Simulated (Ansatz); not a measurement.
Relaxed (100) slab cut from AlRu (space group Pm-3m (No. 221)); the slab's formula is AlRu, its outer planes Al (top) and Ru (bottom):

```yaml
crystal:
  lattice:
    - [3.00408, 0.00000, 0.00000]
    - [0.00000, 3.00408, 0.00000]
    - [0.00000, 0.00000, 25.51430]
  atoms:
    - { symbol: Ru, position: [0.50000, 0.50000, 0.29918] }
    - { symbol: Al, position: [0.00000, 0.00000, 0.35421] }
    - { symbol: Ru, position: [0.50000, 0.50000, 0.41190] }
    - { symbol: Al, position: [0.00000, 0.00000, 0.47142] }
    - { symbol: Ru, position: [0.50000, 0.50000, 0.52903] }
    - { symbol: Al, position: [0.00000, 0.00000, 0.58719] }
    - { symbol: Ru, position: [0.50000, 0.50000, 0.64922] }
    - { symbol: Al, position: [0.00000, 0.00000, 0.69784] }
```

Level of theory: DFT PBE, scalar-relativistic, plane waves, PAW (Ansatz 0.2.0). Settings: cutoff 420 eV, Γ-centred mesh 12×12×1 on the computed 8-atom cell, Gaussian smearing of 0.10 eV; no spin polarisation. The cell repeats along c with a dipole correction in the vacuum.

The potential is the smooth part; its values at the atoms depend on the PAW datasets.

(1) How does the plane-averaged electrostatic potential energy of an electron run along c, counted from the Fermi level?

Results:

(1) (z (Å), V (eV)): (2.83, 4.28), (3.12, 4.28), (3.40, 4.28), (3.69, 4.28), (3.97, 4.27), (4.25, 4.27), (4.54, 4.26), (4.82, 4.24), (5.10, 4.21), (5.39, 4.14), (5.67, 4.00), (5.95, 3.71), (6.24, 3.13), (6.52, 1.90), (6.80, -1.07), (7.09, -7.94), (7.37, -15.50), (7.65, -18.77), (7.94, -15.85), (8.22, -10.20), (8.50, -6.39), (8.79, -5.02), (9.07, -4.66), (9.36, -5.15), (9.64, -6.25), (9.92, -9.87), (10.21, -15.81), (10.49, -19.05), (10.77, -16.43), (11.06, -10.30), (11.34, -6.10), (11.62, -5.11), (11.91, -4.59), (12.19, -4.67), (12.47, -5.37), (12.76, -7.27), (13.04, -12.42), (13.32, -17.88), (13.61, -18.57), (13.89, -13.80), (14.17, -8.11), (14.46, -5.68), (14.74, -4.94), (15.03, -4.63), (15.31, -4.80), (15.59, -5.02), (15.88, -7.13), (16.16, -13.37), (16.44, -18.79), (16.73, -19.04), (17.01, -14.83), (17.29, -9.58), (17.58, -6.32), (17.86, -5.21), (18.14, -4.72), (18.43, -3.35), (18.71, -0.65), (18.99, 1.19), (19.28, 2.14), (19.56, 2.64), (19.84, 2.90), (20.13, 3.03), (20.41, 3.09), (20.69, 3.12), (20.98, 3.14), (21.26, 3.15), (21.55, 3.15), (21.83, 3.15), (22.11, 3.15), (22.40, 3.16), (22.68, 3.16)

The vacuum level lies 3.16 eV (top face) and 4.28 eV (bottom face) above the Fermi level.

Cost: 1 run of about 7 core-minutes, on AMD EPYC 7571 (shared hosts).